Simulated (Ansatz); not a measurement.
Ge:

```
CELL_PARAMETERS angstrom
0.00000 2.88574 5.11566
2.63050 0.00000 5.11566
2.63050 2.88574 0.00000
ATOMIC_POSITIONS crystal
Ge 0.72649 0.27351 0.72649
Ge 0.27351 0.72649 0.27351
Ge 0.21813 0.21813 0.78187
Ge 0.78187 0.78187 0.21813
```

This isn't the form of Ge at room conditions, which is diamond.

Base run:

* Program: Ansatz 0.2.0
* Functional: LDA
* Potentials or basis: all-electron LAPW, scalar-relativistic
* Cutoff: 247 eV (chosen from the basis error)
* Basis error allowed: 0.002 eV/atom
* k mesh: 7 × 7 × 7
* Occupations: fermi-dirac, width 0.05 eV
* Spin: no spin polarisation

Its results: pressure -5.1 GPa; largest force 0.042 eV/Å.

Task: The run is repeated on the same cell with these changes: functional from LDA to PBEsol; potentials or basis from all-electron LAPW, scalar-relativistic to all-electron PAW datasets made for the crystal. What comes out?

Result: Pressure -3.5 GPa; largest force 0.043 eV/Å.

The runs don't all hold the same shells in valence.
